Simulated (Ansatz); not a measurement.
Space group P4_2/mnm (No. 136). a = 4.827 Å, b = 4.827 Å, c = 3.238 Å, α = 90.00°, β = 90.00°, γ = 90.00°
```tsv
atom	site	symmetry	x	y	z
Sn	2a	m.mm	0.0000	0.0000	0.0000
O	4f	m.2m	0.3065	0.3065	0.0000
```

Equation of state of this SnO₂ structure (not necessarily the ground state), with shape and atoms relaxed at each volume where symmetry leaves them free. All numbers below come from DFT PBE, scalar-relativistic, plane waves, PAW (Ansatz 0.2.0).

Plane waves to 420 eV, a k mesh through Γ of 6×6×8 on the computed 6-atom cell and Gaussian smearing (0.02 eV); no spin polarisation.

```csv
V (Å³/atom),E − E(largest V) (meV/atom),P (GPa),gap on mesh (eV)
11.067,71.78,29.98,2.08
11.445,12.91,20.34,1.68
11.822,-25.22,12.28,1.31
12.199,-45.97,5.57,0.98
12.577,-52.31,0.00,0.68
12.954,-46.81,-4.55,0.42
13.331,-31.66,-8.20,0.20
13.834,0.00,-11.79,0.01
```

Question: Fit a third-order Birch–Murnaghan equation to E(V).

Answer: V0 = 12.58 Å³/atom, B0 = 165 GPa, B0' = 5.6.